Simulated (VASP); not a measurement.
W, 1 atom in the cell. The structure is cubic, space group Im-3m (No. 229). Conventional cell: a = 3.213 Å, b = 3.213 Å, c = 3.213 Å, α = 90.00°, β = 90.00°, γ = 90.00°. Around W (site symmetry m-3m) lie 8 W at 2.78 Å.  The cell isn't the ideal one: a relaxed cell with its volume scaled by 1.03.

```yaml
Program: VASP 6.6.1
Task: single point
Functional: PBE
Potentials_or_basis: VASP PAW PBE potentials, release 64 (W_sv)
Cutoff: 250 eV
k_mesh: 18 × 18 × 18
Occupations: gaussian, width 0.1 eV
Spin: no spin polarisation
Further_INCAR_settings: ALGO = Normal; EDIFF = 1e-07; NBANDS = 13
```

Potentials or basis: VASP PAW PBE potentials, release 64 (W_sv).

Run with:

```console
$ cat potpaw_PBE.64/W_sv/POTCAR > POTCAR
$ mpirun -np 1 vasp_std > vasp.out
```

Hardware: 1 thread of Intel(R) Xeon(R) Platinum 8259CL CPU @ 2.50GHz (Skylake/Cascade Lake), with other jobs on the host.

How long does it take, and how much memory?

Run time: 9.5 s on 1 thread of Intel(R) Xeon(R) Platinum 8259CL CPU @ 2.50GHz (Skylake/Cascade Lake), with other jobs on the host, peak memory 0.12 GiB. Counts: scf iterations 13, k points 195.
